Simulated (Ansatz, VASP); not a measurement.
**Zn: VASP beside Ansatz**

```
CELL_PARAMETERS angstrom
2.57097 0.00000 0.00000
-1.28549 2.22653 0.00000
0.00000 0.00000 4.73619
ATOMIC_POSITIONS crystal
Zn 0.33333 0.66667 0.25000
Zn 0.66667 0.33333 0.75000
```

Alike in both runs: task single point; functional LDA; k mesh 14 × 14 × 7; occupations methfessel-paxton of order 1, width 0.3 eV; no spin polarisation.

|  | VASP | Ansatz |
| --- | --- | --- |
| version | VASP 6.6.1 | Ansatz 0.2.0 |
| potentials or method | VASP PAW LDA potentials, release 64 (Zn) | plane waves (420 eV) with PAW, scalar-relativistic |
| plane-wave cutoff (eV) | 520 | 420 |
| valence electrons in the cell | 24 | 24 |

|  | VASP | Ansatz | Ansatz less VASP |
| --- | --- | --- | --- |
| pressure (GPa) | 0.7 | 0.0 | -0.72 |
| largest component of the traceless stress (GPa) | 1.68 | 1.46 | -0.225 |

Ansatz warned: «pseudo_functional_mismatch».
